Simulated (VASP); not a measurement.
AlN:

```
Al N
1.0
     3.13025    0.00000    0.00000
    -1.56512    2.71087    0.00000
     0.00000    0.00000    5.01799
Al N
2 2
Cartesian
  0.0000 1.8072 -0.0039
  1.5651 0.9036 2.5051
  0.0000 1.8072 1.9107
  1.5651 0.9036 4.4197
```

```yaml
Program: VASP 6.6.1
Task: relaxation of cell and atoms
Functional: r2SCAN
Potentials_or_basis: VASP PAW PBE potentials, release 64 (Al, N)
Cutoff: 600 eV
k_mesh: 12 × 12 × 6
Occupations: fermi-dirac, width 0.02 eV
Spin: no spin polarisation
```

At the start: pressure -5.0 GPa; volume 10.65 Å³/atom.

Question: Where does the relaxation end?

Answer: Over 7 steps the energy falls by 4.0 meV/atom and the volume is 10.39 Å³/atom (-2.4 %); space group P6_3mc (No. 186, to 0.05 Å).

Step by step:
| step | energy change (eV) | largest force (eV/Å) | pressure (GPa) | volume (Å³) |
| --- | --- | --- | --- | --- |
| 1 | 0.0000 | 0.0068 | -4.96 | 42.58 |
| 2 | -0.0002 | 0.0110 | 5.26 | 40.58 |
| 3 | -0.0161 | 0.0023 | -0.08 | 41.57 |
| 4 | -0.0161 | 0.0025 | 0.03 | 41.55 |
| 5 | -0.0161 | 0.0075 | 0.03 | 41.54 |
| 6 | -0.0161 | 0.0077 | 0.03 | 41.54 |
| 7 | -0.0161 | 0.0003 | -0.02 | 41.55 |

Final structure:
```
Al N
1.0
     3.10533    0.00000    0.00000
    -1.55266    2.68929    0.00000
     0.00000    0.00000    4.97590
Al N
2 2
Direct
  0.33333 0.66667 0.99916
  0.66667 0.33333 0.49916
  0.33333 0.66667 0.38084
  0.66667 0.33333 0.88084
```

Caveat: the PAW data sets were made with another functional, which shifts forces and pressure a little.
